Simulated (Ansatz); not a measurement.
LiH:

```
Li H
1.0
     0.00000    2.03675    2.03675
     2.03675    0.00000    2.03675
     2.03675    2.03675    0.00000
Li H
1 1
Direct
  0.00000 0.00000 0.00000
  0.50000 0.50000 0.50000
```

* Program: Ansatz 0.2.0
* Task: single point
* Functional: PBE
* Potentials or basis: all-electron LAPW, scalar-relativistic
* Cutoff: 176 eV (chosen from the basis error)
* Basis error allowed: 0.001 eV/atom
* k mesh: 11 × 11 × 11
* Occupations: fermi-dirac, width 0.05 eV
* Spin: no spin polarisation

On this cell: pressure -1.7 GPa; largest force zero by symmetry; band gap on the k mesh 3.20 eV, direct.

The same run follows on a disturbed copy (atoms moved at random, drawn with an rms of 0.05 Å):

```
CELL_PARAMETERS angstrom
0.00000 2.03675 2.03675
2.03675 0.00000 2.03675
2.03675 2.03675 0.00000
ATOMIC_POSITIONS crystal
Li 0.01223 0.99611 0.00039
H 0.49669 0.49811 0.50465
```

Problem. What changes?

Solution. The energy moves by +0.3 meV/atom; pressure -1.6 GPa; largest force 0.035 eV/Å; band gap on the k mesh 3.21 eV, direct.

Forces in eV/Å, atoms in the order of the input:
```
Li   0.012 -0.021 -0.026
H   -0.012  0.021  0.026
```

Caveats: an odd mesh through Γ misses points on the zone boundary, where band edges often lie.
